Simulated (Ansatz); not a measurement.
The system is WC (Qusongite).

```
W C
1.0
     2.90650    0.00000    0.00000
    -1.45325    2.51710    0.00000
     0.00000    0.00000    2.83660
W C
1 1
Direct
  0.00000 0.00000 0.00000
  0.66667 0.33333 0.50000
```

Base run:

- Program: Ansatz 0.2.0
- Functional: revPBE
- Potentials or basis: all-electron LAPW, scalar-relativistic
- Cutoff: 334 eV
- Density cutoff: 1338 eV
- Basis error allowed: 0.001 eV/atom
- k mesh: 10 × 10 × 9
- Occupations: fermi-dirac, width 0.05 eV
- Spin: no spin polarisation

Its results: pressure 8.9 GPa.

Q: After a change of settings the same cell gave: pressure 5.7 GPa. Which change was it?
A. functional from revPBE to RPBE
B. functional from revPBE to LDA
C. functional from revPBE to PBEsol; k mesh from 10 × 10 × 9 to 8 × 8 × 7
D. functional from revPBE to PBE

A: D.

PBE binds more tightly than revPBE, so the same cell stands under less pressure.

Not every run made on this cell is shown here.
